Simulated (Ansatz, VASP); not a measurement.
## SiO2 in VASP and in Ansatz

Contents of INCAR:

```
SYSTEM = SiO2
ALGO = Normal
EDIFF = 1E-8
ENCUT = 520
GGA = PS
ISIF = 2
ISMEAR = -1
LASPH = .TRUE.
LCHARG = .FALSE.
LEFG = .TRUE.
LREAL = .FALSE.
LWAVE = .FALSE.
NBANDS = 25
NELM = 60
PREC = Accurate
SIGMA = 0.03
```

The input KPOINTS:

```
k-points
0
G
  6 6 9
  0 0 0
```

Contents of POSCAR:

```
SiO2
1.0
    4.2620835590      0.0000000000      0.0000000000
    0.0000000000      4.2620835590      0.0000000000
    0.0000000000      0.0000000000      2.7201230877
Si O
2 4
Direct
    0.0000000000      0.0000000000      0.0000000000
    0.5000000000      0.5000000000      0.5000000000
    0.3067000000      0.3067000000      0.0000000000
    0.1933000000      0.8067000000      0.5000000000
    0.6933000000      0.6933000000      0.0000000000
    0.8067000000      0.1933000000      0.5000000000
```

Input for Ansatz:

```yaml
crystal:
  lattice:
    - [4.262083559, 0.0, 0.0]
    - [0.0, 4.262083559, 0.0]
    - [0.0, 0.0, 2.7201230877]
  atoms:
    - { symbol: Si, position: [0.0, 0.0, 0.0] }
    - { symbol: Si, position: [0.5, 0.5, 0.5] }
    - { symbol: O, position: [0.3067, 0.3067, 0.0] }
    - { symbol: O, position: [0.1933, 0.8067, 0.5] }
    - { symbol: O, position: [0.6933, 0.6933, 0.0] }
    - { symbol: O, position: [0.8067, 0.1933, 0.5] }
kpoints:
  mp_grid: { grid: [6, 6, 9] }
scf:
  occupations: { method: fermi_dirac, width: 0.03 }
hamiltonian:
  xc: pbesol
  pseudopotentials: { kind: all_electron, datasets: crystal }
output:
  forces: true
  stress: true
  eigenvalues: true
  efg: { contact_densities: true }
```

Change from the starting cell: volume scaled by 1.06, crystal datasets.

Alike in both runs: task electric field gradients; functional PBEsol; k mesh 6 × 6 × 9; occupations fermi-dirac, width 0.03 eV; no spin polarisation.

```csv
,VASP,Ansatz
version,VASP 6.6.1,Ansatz 0.2.0
potentials or method,"VASP PAW PBE potentials, release 64 (Si, O)","all-electron PAW with datasets made for the crystal, scalar-relativistic"
plane-wave cutoff (eV),520,see its input
```

```tsv
	VASP	Ansatz	Ansatz less VASP
gap on the k mesh at the Fermi level (eV)	4.57	4.58	+0.011
pressure (GPa)	-12.7	-13.3	-0.53
largest component of the traceless stress (GPa)	1.74	2.28	+0.541
rms of the force components (eV/Å)	0.076	0.094	+0.0172
Vzz of the field gradient on the site that differs most (V/Å²)	21.7	19.1	-2.59
```

Atom by atom the forces differ by 0.017 eV/Å (rms over components). Ansatz ran all-electron here, so the differences hold the error of VASP's frozen core and of both bases.

Caveats: the PAW data sets were made with another functional, which shifts forces and pressure a little (VASP); an odd mesh through Γ misses points on the zone boundary, where band edges often lie.
